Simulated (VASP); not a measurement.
# KBr (Fm-3m) in VASP: settings compared

The runs below take KBr through single point, relaxation of cell and atoms, with PBEsol, PBE, RPBE.

All numbers are computed with VASP 6.6.1; they aren't measurements. Logs are shortened: lines on timing, memory, paths and dates and some standing lists are left out, and cuts for length are marked.

## Step 1: The crystal as given

Symmetry: Fm-3m, No. 225, cubic system. Conventional cell: a = 6.600 Å, b = 6.600 Å, c = 6.600 Å, α = 90.00°, β = 90.00°, γ = 90.00°. K (site symmetry m-3m) is surrounded by 6 Br at 3.30 Å. Br (site symmetry m-3m) has 6 K at 3.30 Å as nearest neighbours.

## Step 2: Single point, PBEsol

INCAR

```
SYSTEM = KBr
PREC = Accurate ; ENCUT = 520
EDIFF = 1E-6 ; ISMEAR = 0
SIGMA = 0.03 ; LREAL = .FALSE.
LASPH = .TRUE. ; NELM = 80
ALGO = Normal ; ISIF = 2
LWAVE = .FALSE. ; LCHARG = .FALSE.
GGA = PS ; NBANDS = 15
KPAR = 4
```

KPOINTS

```
Automatic mesh
0
G
  6 6 6
  0 0 0
```

POSCAR

```
KBr
1.0
    0.0000000000      3.3000000000      3.3000000000
    3.3000000000      0.0000000000      3.3000000000
    3.3000000000      3.3000000000      0.0000000000
K Br
1 1
Direct
    0.0000000000      0.0000000000      0.0000000000
    0.5000000000      0.5000000000      0.5000000000
```

Potentials or basis: VASP PAW PBE potentials, release 64 (K_sv, Br).

On the command line:

```console
$ cat potpaw_PBE.64/K_sv/POTCAR potpaw_PBE.64/Br/POTCAR > POTCAR
$ mpirun -np 4 vasp_std > vasp.out
```

OUTCAR:

```text
SYSTEM = KBr
   PREC = Accurate
   ENCUT = 520
   EDIFF = 1E-6
   ISMEAR = 0
   LREAL = .FALSE.
   LASPH = .TRUE.
   NELM = 80
   ISIF = 2
   GGA = PS

 ion  position               nearest neighbor table
   1  0.000  0.000  0.000-   2 3.30   2 3.30   2 3.30   2 3.30   2 3.30   2 3.30
   2  0.500  0.500  0.500-   1 3.30   1 3.30   1 3.30   1 3.30   1 3.30   1 3.30

  LATTYP: Found a face centered cubic cell.
 ALAT       =     6.6000000000

  Lattice vectors:

 A1 = (   0.0000000000,   3.3000000000,   3.3000000000)
 A2 = (   3.3000000000,   0.0000000000,   3.3000000000)
 A3 = (   3.3000000000,   3.3000000000,   0.0000000000)

Analysis of symmetry for initial positions (statically):
=====================================================================
 Subroutine PRICEL returns:
 Original cell was already a primitive cell.

 Routine SETGRP: Setting up the symmetry group for a
 face centered cubic supercell.

 Subroutine GETGRP returns: Found 48 space group operations
 (whereof 48 operations were pure point group operations)
 out of a pool of 48 trial point group operations.

The static configuration has the point symmetry O_h .

Analysis of symmetry for dynamics (positions and initial velocities):
=====================================================================
 Subroutine PRICEL returns:
 Original cell was already a primitive cell.

 Routine SETGRP: Setting up the symmetry group for a
 face centered cubic supercell.

 Subroutine GETGRP returns: Found 48 space group operations
 (whereof 48 operations were pure point group operations)
 out of a pool of 48 trial point group operations.

The dynamic configuration has the point symmetry O_h .

 Subroutine INISYM returns: Found 48 space group operations
 (whereof 48 operations are pure point group operations),
 and found     1 'primitive' translations

----------------------------------------------------------------------------------------

                                     Primitive cell

  volume of cell :      71.8740

  direct lattice vectors                    reciprocal lattice vectors
     0.000000000  3.300000000  3.300000000    -0.151515152  0.151515152  0.151515152
     3.300000000  0.000000000  3.300000000     0.151515152 -0.151515152  0.151515152
     3.300000000  3.300000000  0.000000000     0.151515152  0.151515152 -0.151515152

  length of vectors
     4.666904756  4.666904756  4.666904756     0.262431941  0.262431941  0.262431941

  position of ions in fractional coordinates (direct lattice)
     0.000000000  0.000000000  0.000000000
     0.500000000  0.500000000  0.500000000

  ion indices of the primitive-cell ions
   primitive index   ion index
                 1           1
                 2           2

----------------------------------------------------------------------------------------

 KPOINTS: Automatic mesh

Automatic generation of k-mesh.
 Grid dimensions read from file:
 generate k-points for:    6    6    6

 Generating k-lattice:

  Cartesian coordinates                     Fractional coordinates (reciprocal lattice)
    -0.025252525  0.025252525  0.025252525     0.166666667  0.000000000  0.000000000
     0.025252525 -0.025252525  0.025252525     0.000000000  0.166666667  0.000000000
     0.025252525  0.025252525 -0.025252525     0.000000000  0.000000000  0.166666667

  Length of vectors
     0.043738657  0.043738657  0.043738657

  Shift w.r.t. Gamma in fractional coordinates (k-lattice)
     0.000000000  0.000000000  0.000000000

 Subroutine IBZKPT returns following result:
 ===========================================

 Found     16 irreducible k-points:

 Following reciprocal coordinates:
            Coordinates               Weight
  0.000000  0.000000  0.000000      1.000000
  0.166667  0.000000  0.000000      8.000000
  0.333333  0.000000  0.000000      8.000000
  0.500000  0.000000  0.000000      4.000000
  0.166667  0.166667  0.000000      6.000000
  0.333333  0.166667  0.000000     24.000000
[... 8 lines left out ...]
 -0.333333  0.333333  0.166667     24.000000
 -0.333333  0.500000  0.166667     12.000000
   k-points           NKPTS =     16   k-points in BZ     NKDIM =     16   number of bands    NBANDS=     15
   number of dos      NEDOS =    301   number of ions     NIONS =      2
   total plane-waves  NPLWV =  46656
   dimension x,y,z NGX =    36 NGY =   36 NGZ =   36
   dimension x,y,z NGXF=    72 NGYF=   72 NGZF=   72
   ions per type =               1   1
   NGX,Y,Z   is equivalent  to a cutoff of  12.82, 12.82, 12.82 a.u.
   NGXF,Y,Z  is equivalent  to a cutoff of  25.65, 25.65, 25.65 a.u.
 SYSTEM =  KBr
   PREC   = accura    normal or accurate (medium, high low for compatibility)
   ISTART =      0    job   : 0-new  1-cont  2-samecut
   ICHARG =      2    charge: 1-file 2-atom 10-const
   ISPIN  =      1    spin polarized calculation?
   LNONCOLLINEAR =      F non collinear calculations
   LSORBIT =      F    spin-orbit coupling
   LASPH  =      T    aspherical Exc in radial PAW
   ENCUT  =  520.0 eV  38.22 Ry    6.18 a.u.   8.68  8.68  8.68*2*pi/ulx,y,z
   NELM   =     80;   NELMIN=  2; NELMDL= -5     # of ELM steps
   EDIFF  = 0.1E-05   stopping-criterion for ELM
   LREAL  =      F    real-space projection
   EDIFFG = 0.1E-04   stopping-criterion for IOM
   NSW    =      0    number of steps for IOM
   IBRION =     -1    ionic relax: 0-MD 1-quasi-New 2-CG
   NFREE  =      0    steps in history (QN), initial steepest desc. (CG)
   ISIF   =      2    stress and relaxation
   ISYM   =      2    0-nonsym 1-usesym 2-fastsym
   POTIM  = 0.5000    time-step for ionic-motion
   TEBEG  =    0.0;   TEEND  =   0.0 temperature during run
   PSTRESS=    0.0 pullay stress
   NELECT =      16.0000    total number of electrons
   NUPDOWN=      -1.0000    fix difference up-down
   EMIN   =  10.00;   EMAX   =-10.00  energy-range for DOS
   EFERMI =   0.00;   METHOD = LEGACY
   ISMEAR =     0;   SIGMA  =   0.03  broadening in eV -4-tet -1-fermi 0-gaus
   EFERMI_NEDOS =   21; number of points for ismear=-14 and -15
   IALGO  =     38    algorithm
   IMIX   =      4    mixing-type and parameters
     AMIX     =   0.40;   BMIX     =  1.00
     AMIX_MAG =   1.60;   BMIX_MAG =  1.00
  volume/ion in A,a.u.               =      35.94       242.51
  Fermi-wavevector in a.u.,A,eV,Ry     =   0.992181  1.874950 13.393889  0.984423
  Thomas-Fermi vector in A             =   2.123975
   LORBIT       =      0    0 simple, 1 ext, 2 COOP (PROOUT), +10 PAW based schemes
   GGA     = PS    functional components
   LHFCALC =     F    Hartree Fock is set to
   AEXX    =    0.0000 exact exchange contribution
   IVDW    =     0    specifies the selected vdW correction
   LEPSILON=     F    determine dielectric tensor
   LRPA    =     F    only Hartree local field effects (RPA)
 non-spin polarized calculation
 Gauss-broadening in eV      SIGMA  =   0.03
  energy-cutoff  :      520.00
  volume of cell :       71.87
 maximum number of plane-waves:      1964
   NGX = 17   NGY = 17   NGZ = 17

 number of electron      15.9999997 magnetization

 Free energy of the ion-electron system (eV)
  ---------------------------------------------------
  ext. energy  EPLUGINS =         0.00000000
  ---------------------------------------------------
  free energy    TOTEN  =        -6.45880365 eV

  energy without entropy =       -6.45880365  energy(sigma->0) =       -6.45880365

 E-fermi :  -1.6427     XC(G=0):  -7.5455

 val. band max:       -1.8264698368   @ k =   0.0000   0.0000   0.0000
 cond. band min:       2.4522738361   @ k =   0.0000   0.0000   0.0000
 fundamental gap:      4.2787436728
 Fermi energy:        -1.6426851092

 k-point     1 :       0.0000    0.0000    0.0000
  band No.  band energies     occupation
      1     -29.4388      2.00000
      2     -14.1328      2.00000
      3     -12.9814      2.00000
      4     -12.9814      2.00000
      5     -12.9814      2.00000
      6      -1.8265      2.00000
      7      -1.8265      2.00000
      8      -1.8265      2.00000
      9       2.4523      0.00000
     10       5.7024      0.00000
     11       5.7024      0.00000
     12       5.7024      0.00000
     13       6.5406      0.00000
     14       6.5406      0.00000
     15       9.5649      0.00000

 k-point     2 :       0.1667    0.0000    0.0000
  band No.  band energies     occupation
      1     -29.4373      2.00000
      2     -14.1783      2.00000
      3     -12.9828      2.00000
      4     -12.9828      2.00000
      5     -12.9184      2.00000
      6      -2.2046      2.00000
      7      -1.9171      2.00000
      8      -1.9171      2.00000
      9       3.1175      0.00000
     10       5.5440      0.00000
     11       6.0296      0.00000
     12       6.0296      0.00000
     13       6.9005      0.00000
     14       6.9005      0.00000
     15      10.5025      0.00000

 k-point     3 :       0.3333    0.0000    0.0000
  band No.  band energies     occupation
      1     -29.4344      2.00000
      2     -14.2581      2.00000
      3     -12.9857      2.00000
      4     -12.9857      2.00000
      5     -12.8029      2.00000
      6      -2.7906      2.00000
      7      -2.0869      2.00000
      8      -2.0869      2.00000
      9       4.2264      0.00000
     10       5.7845      0.00000
     11       6.9042      0.00000
     12       6.9042      0.00000
     13       7.8042      0.00000
     14       7.8042      0.00000
     15       9.6223      0.00000
[... 199 lines left out ...]
 k-point    15 :      -0.3333    0.3333    0.1667
  band No.  band energies     occupation
      1     -29.4316      2.00000
      2     -14.1707      2.00000
      3     -13.0324      2.00000
      4     -13.0190      2.00000
      5     -12.8651      2.00000
      6      -2.6741      2.00000
      7      -2.3675      2.00000
      8      -2.2315      2.00000
      9       5.2548      0.00000
     10       5.6492      0.00000
     11       6.6393      0.00000
     12       7.2591      0.00000
     13       8.4793      0.00000
     14       8.7499      0.00000
     15       9.1862      0.00000

 k-point    16 :      -0.3333    0.5000    0.1667
  band No.  band energies     occupation
      1     -29.4312      2.00000
      2     -14.1019      2.00000
      3     -13.0616      2.00000
      4     -13.0330      2.00000
      5     -12.9231      2.00000
      6      -2.5513      2.00000
      7      -2.3136      2.00000
      8      -2.2856      2.00000
      9       4.6542      0.00000
     10       5.9975      0.00000
     11       6.3517      0.00000
     12       7.3435      0.00000
     13       8.1303      0.00000
     14       8.9702      0.00000
     15       9.4363      0.00000

------------------------ aborting loop because EDIFF is reached ----------------------------------------

  FORCE on cell =-STRESS in cart. coord.  units (eV):
  Direction    XX          YY          ZZ          XY          YZ          ZX
  --------------------------------------------------------------------------------------
  -------------------------------------------------------------------------------------
  Total       -0.1262220     -0.1262220     -0.1262220      0.0000000      0.0000000      0.0000000
  in kB       -2.8136753     -2.8136753     -2.8136753      0.0000000      0.0000000      0.0000000
  external PRESSURE =      -2.8136753 kB  Pullay stress =       0.0000000 kB

 VOLUME and BASIS-vectors are now :
 -----------------------------------------------------------------------------
  energy-cutoff  :      520.00
  volume of cell :       71.87
      direct lattice vectors                 reciprocal lattice vectors
     0.000000000  3.300000000  3.300000000    -0.151515152  0.151515152  0.151515152
     3.300000000  0.000000000  3.300000000     0.151515152 -0.151515152  0.151515152
     3.300000000  3.300000000  0.000000000     0.151515152  0.151515152 -0.151515152

 POSITION                                       TOTAL-FORCE (eV/Angst)
 -----------------------------------------------------------------------------------
      0.00000      0.00000      0.00000         0.000000     -0.000000      0.000000
      3.30000      3.30000      3.30000        -0.000000      0.000000     -0.000000
 -----------------------------------------------------------------------------------
    total drift:                                0.000000      0.000000      0.000000

  FREE ENERGIE OF THE ION-ELECTRON SYSTEM (eV)
  ---------------------------------------------------
  free  energy   TOTEN  =        -6.4588036458 eV

  energy  without entropy=       -6.4588036458  energy(sigma->0) =       -6.45880365
```

It took 11 s on 4 MPI ranks of Intel Xeon Platinum 8488C (Sapphire Rapids), shared host; peak memory 0.2 GiB.

What came out:

```yaml
Free_energy: -6.4588 eV
Pressure: -0.3 GPa
Band_gap_on_the_k_mesh: 4.28 eV, direct
```

Levels at points of the mesh, in eV from the valence-band top:
| k point | band 5 | band 6 | band 7 | band 8 | band 9 | band 10 | band 11 | band 12 |
| --- | --- | --- | --- | --- | --- | --- | --- | --- |
| (0.00, 0.00, 0.00) | -11.15 | 0.00 | 0.00 | 0.00 | 4.28 | 7.53 | 7.53 | 7.53 |
| (0.50, 0.00, 0.00) | -10.92 | -1.21 | -0.34 | -0.34 | 6.44 | 8.13 | 9.72 | 9.72 |
| (0.50, 0.50, 0.00) | -11.19 | -0.83 | -0.29 | -0.29 | 5.75 | 7.09 | 9.33 | 9.35 |

Caveat: the PAW data sets were made with another functional, which shifts forces and pressure a little.

[end of part 1 of 2]
